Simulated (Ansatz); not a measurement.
# Cu2O: the cost of one run

Method: DFT PBE, scalar-relativistic, plane waves, PAW, unless a step names another level, in Ansatz 0.2.0.

1 further run of the same task is left out (set aside as unsound or not needed).

## 1. The system as given

The structure is cubic, space group Pn-3m (No. 224). Conventional cell: a = 4.298 Å, b = 4.298 Å, c = 4.298 Å, α = 90.00°, β = 90.00°, γ = 90.00°. Cu (site symmetry -3m) has 2 O at 1.86 Å as nearest neighbours. Around O (site symmetry -43m) lie 4 Cu at 1.86 Å.

As a file:

```
CELL_PARAMETERS angstrom
4.29824 0.00000 0.00000
0.00000 4.29824 0.00000
0.00000 0.00000 4.29824
ATOMIC_POSITIONS crystal
Cu 0.25000 0.25000 0.25000
Cu 0.25000 0.75000 0.75000
Cu 0.75000 0.75000 0.25000
Cu 0.75000 0.25000 0.75000
O 0.00000 0.00000 0.00000
O 0.50000 0.50000 0.50000
```

The cell was relaxed beforehand at this level, from a generated guess; it needn't be the stable form of this composition. At a tolerance of 0.02 Å it has space group Pn-3m (No. 224); it has 13.23 Å³/atom, an uncorrected energy of -0.39 eV/atom over the elements and, on its mesh, gap 0.48 eV.

## 2. Seeking the band edges over the whole zone

Input file input.yaml:

```yaml
crystal:
  lattice:
    - [4.2982410603, 0.0, 0.0]
    - [0.0, 4.2982410603, 0.0]
    - [0.0, 0.0, 4.2982410603]
  atoms:
    - { symbol: Cu, position: [0.25, 0.25, 0.25] }
    - { symbol: Cu, position: [0.25, 0.75, 0.75] }
    - { symbol: Cu, position: [0.75, 0.75, 0.25] }
    - { symbol: Cu, position: [0.75, 0.25, 0.75] }
    - { symbol: O, position: [0.0, 0.0, 0.0] }
    - { symbol: O, position: [0.5, 0.5, 0.5] }
basis:
  ecutwfc: 420
kpoints:
  mp_grid: { grid: [8, 8, 8] }
  band_path: { path: [VBM, CBM], npoints: 2 }
hamiltonian:
  xc: pbe
scf:
  occupations: { method: gaussian, width: 0.02 }
output:
  forces: false
  stress: false
  eigenvalues: true
checkpoint:
  read: start.run
  write: ck
  compress: false
  write_wavefunctions: false
  write_every: 100000
```

On the command line:

```sh
ansatz run input.yaml --threads 1 --pin off --max-ram 2560MiB --backend cpu --events-out ev --progress --plain --runs-dir out
```

What time and memory should one allow on 1 thread of Arm Neoverse V2, shared host?

About 13 s, with a peak of 0.37 GiB.
